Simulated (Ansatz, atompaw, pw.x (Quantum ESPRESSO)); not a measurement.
**Equation-of-state test of one PAW (atompaw) potential (lithium (Li))**

* Element: Li (Z = 3)
* Generator: atompaw 4.2.0.5
* Type: PAW
* Functional: PBE
* Relativity: scalar-relativistic
* Frozen core: [He]
* Valence charge: 1
* Reference configuration: 2s1 2p0
* Partial waves: 2s (bound): rc 2.90 bohr; 2s channel at 0.55 Ry: rc 3.00 bohr; 2p (bound, empty): rc 3.00 bohr; 2p channel at 1.15 Ry: rc 3.00 bohr; 3d channel at 0.15 Ry: rc 3.00 bohr; 3d channel at 2.3 Ry: rc 3.00 bohr
* Local potential: troulliermartins scheme with l = 3 at 0 Ry, radius 2.35 bohr
* Core correction: smooth core density matched at 2.80 bohr
* Augmentation charge: sinc compensation charge, radius 2.65 bohr; PAW radius 3.00 bohr; waves and projectors: custom rrkj gramschmidtortho

Atomic tests: cutoffs needed: 6 Ry and 6 Ry (the cutoffs (Ry, on a coarse ladder) from which the occupation-weighted sum of valence levels, in a spherical-Bessel basis at the reference potential, stays within 10 and 1 mRy of its value at 400 Ry); ghost test: no extra level below or beside the all-electron valence levels (s, p, d, f tested) (spherical-Bessel basis up to 400 Ry, 20 bohr box); lowest eigenvalue of the overlap operator: 0.44 (s channel).

Crystal test: diamond Li in pw.x 7.5, no spin, 8³ k-points, Fermi–Dirac smearing 0.01 Ry, cutoffs 40/400 Ry. The lattice is a test structure that the element need not adopt, and mesh and smearing are coarse.

pw.x input:

```
&control
  calculation='scf', prefix='x', pseudo_dir='./', outdir='./tmp', tstress=.true., disk_io='none'
/
&system
  ibrav=0, nat=2, ntyp=1, ecutwfc=40, ecutrho=400, nbnd=8,
  occupations='smearing', smearing='fd', degauss=0.01
/
&electrons
  conv_thr=1e-09, mixing_beta=0.4, electron_maxstep=70
/
ATOMIC_SPECIES
Li 1.0 Li.UPF
CELL_PARAMETERS angstrom
  0.00000000 2.96874968 2.96874968
  2.96874968 0.00000000 2.96874968
  2.96874968 2.96874968 0.00000000
ATOMIC_POSITIONS crystal
Li 0.0000 0.0000 0.0000
Li 0.2500 0.2500 0.2500
K_POINTS automatic
8 8 8 0 0 0
```

```bash
pw.x < Li.scf.in > Li.scf.out
```

How does the run end?

It converges; the pressure is -0.00 GPa against -0.02 GPa from all-electron LAPW. The largest radius (3.00 bohr) exceeds half the bond length (2.43 bohr), so the spheres overlap, which is one possible source of error among others. The log shows:

```
     lattice parameter (alat)  =       7.9339  a.u.
     unit-cell volume          =     353.1403 (a.u.)^3
     number of electrons       =         2.00
     number of Kohn-Sham states=            8
     kinetic-energy cutoff     =      40.0000  Ry
     charge density cutoff     =     400.0000  Ry
     scf convergence threshold =      1.0E-09
     Exchange-correlation= SLA PW PBX PBC
     number of k points=    29  Fermi-Dirac smearing, width (Ry)=  0.0100
     iteration #  1     ecut=    40.00 Ry     beta= 0.40
     total energy              =      -7.60424888 Ry
     estimated scf accuracy    <       0.00067121 Ry
     iteration #  2     ecut=    40.00 Ry     beta= 0.40
     total energy              =      -7.60501182 Ry
     estimated scf accuracy    <       0.00033202 Ry
     iteration #  3     ecut=    40.00 Ry     beta= 0.40
     total energy              =      -7.60511244 Ry
     estimated scf accuracy    <       0.00005811 Ry
     iteration #  4     ecut=    40.00 Ry     beta= 0.40
     total energy              =      -7.60509717 Ry
     estimated scf accuracy    <       0.00001129 Ry
     iteration #  5     ecut=    40.00 Ry     beta= 0.40
     total energy              =      -7.60510792 Ry
     estimated scf accuracy    <       0.00000306 Ry
     iteration #  6     ecut=    40.00 Ry     beta= 0.40
     total energy              =      -7.60510956 Ry
     estimated scf accuracy    <       0.00000010 Ry
     iteration #  7     ecut=    40.00 Ry     beta= 0.40
     total energy              =      -7.60510957 Ry
     estimated scf accuracy    <          1.2E-09 Ry
     iteration #  8     ecut=    40.00 Ry     beta= 0.40
     the Fermi energy is     0.0237 ev
!    total energy              =      -7.60510958 Ry
     estimated scf accuracy    <          8.2E-10 Ry
     smearing contrib. (-TS)   =      -0.00364773 Ry
     convergence has been achieved in   8 iterations
          total   stress  (Ry/bohr**3)                   (kbar)     P=       -0.04
     Message from routine punch:
     Nothing written, as per user request (disk_io='none')
```
